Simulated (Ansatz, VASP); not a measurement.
## KF in VASP and in Ansatz

```
CELL_PARAMETERS angstrom
3.25895 0.00000 0.00000
0.00000 3.25895 0.00000
0.00000 0.00000 3.25895
ATOMIC_POSITIONS crystal
K 0.00000 0.93096 0.00000
F 0.50000 0.50000 0.50000
```

Alike in both runs: task single point; functional LDA; k mesh 8 × 8 × 8; occupations gaussian, width 0.05 eV; no spin polarisation.

|  | VASP | Ansatz |
| --- | --- | --- |
| version | VASP 6.6.1 | Ansatz 0.2.0 |
| potentials or method | VASP PAW LDA potentials, release 64 (K_sv, F) | scalar-relativistic, plane waves, PAW |
| plane-wave cutoff (eV) | 520 | 420 |
| valence electrons in the cell | 16 | 16 |

|  | VASP | Ansatz | Ansatz less VASP |
| --- | --- | --- | --- |
| gap on the k mesh at the Fermi level (eV) | 5.92 | 5.93 | +0.015 |
| least direct gap on the mesh (eV) | 5.97 | 5.98 | +0.014 |
| pressure (GPa) | -5.0 | -5.1 | -0.09 |
| largest component of the traceless stress (GPa) | 0.09 | 0.12 | +0.022 |
| rms of the force components (eV/Å) | 0.051 | 0.044 | -0.0077 |

Atom by atom the forces differ by 0.008 eV/Å (rms over components).

A k mesh can miss the band edges.
